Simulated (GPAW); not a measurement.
The system is HfC.

```xyz
2
Lattice="0.0000 2.3250 2.3250 2.3250 0.0000 2.3250 2.3250 2.3250 0.0000" Properties=species:S:1:pos:R:3 pbc="T T T"
Hf    2.3250    2.3250    2.3250
C     0.0000    0.0000    0.0000
```

| Property | Result |
| --- | --- |
| Program | GPAW 26.7.0 |
| Task | relaxation of cell and atoms |
| Functional | PBEsol |
| Potentials or basis | PAW data sets generated in the run's folder for this functional |
| Cutoff | 800 eV |
| Basis | pw |
| k mesh | 10 × 10 × 10 |
| Occupations | fermi-dirac, width 0.05 eV |
| Spin | no spin polarisation |

At the start: pressure -5.3 GPa; volume 12.57 Å³/atom.

How do energy, volume and symmetry change on relaxing?

Over 3 steps the energy falls by 4.3 meV/atom and the volume is 12.29 Å³/atom (-2.2 %); space group Fm-3m (No. 225, to 0.05 Å).

The path:
```csv
step,energy change (eV),largest force (eV/Å),pressure (GPa),volume (Å³)
1,0.0000,0.0000,-5.31,25.14
2,-0.0057,0.0000,-3.20,24.91
3,-0.0085,0.0000,0.07,24.59
```

Final structure:
```xyz
2
Lattice="0.0000 2.3079 2.3079 2.3079 0.0000 2.3079 2.3079 2.3079 0.0000" Properties=species:S:1:pos:R:3 pbc="T T T"
Hf    2.3079    2.3079    2.3079
C     0.0000    0.0000    0.0000
```

Caveat: later steps reuse the first step's grids.
